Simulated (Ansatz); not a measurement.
We consider skutterudite CoSb3, described by rVV10 in Ansatz (PAW).

Run with plane-wave cutoff 520 eV, 6×6×6 k mesh, Fermi–Dirac smearing 0.01 eV, no spin polarisation, scalar-relativistic PAW data made under PBE.

The volume scan:

```csv
V (Å³/atom),E − E_lowest (meV/atom),P (GPa)
23.459,10.29,3.52
23.948,2.46,1.65
24.437,0.00,-0.01
24.925,2.32,-1.48
25.414,8.89,-2.80
```

**Question.** Estimate the bulk modulus from the pressures at 23.948 and 24.925 Å³/atom, and compare it with a fit to all energies.

**Answer.** B = −V dP/dV. Between V = 23.948 and 24.925 Å³/atom, dP/dV = (-1.48 − (1.65))/(24.925 − 23.948) = -3.20 GPa per Å³/atom; at the midpoint 24.437 Å³/atom this gives B ≈ 78.3 GPa. The third-order Birch–Murnaghan fit gives V0 = 24.434 Å³/atom, B0 = 78.3 GPa, B′ = 4.8, which lies within 1 % of that estimate.

Shape and atoms are relaxed at each volume.

Measured, for comparison: bulk modulus 95 ± 5 GPa (room temperature, not corrected to a static lattice, our sources range from 85.0 to 95.0; as tabulated in Alexeev et al. (2016), arXiv:1601.07731); equilibrium volume per atom 23.06 Å³/atom (room temperature, not corrected to a static lattice; as tabulated in Alexeev et al. (2016), arXiv:1601.07731). Computed (rounded) less measured: bulk modulus -18 % (-8 % to -18 % over the range), equilibrium volume per atom +5.9 %.

Note: the bulk modulus comes from volumes at which shape and atoms were relaxed.

Spin–orbit coupling is not included.

Static lattice: no zero-point or thermal effects.

Ansatz is a quantum-chemistry and plane-wave program.
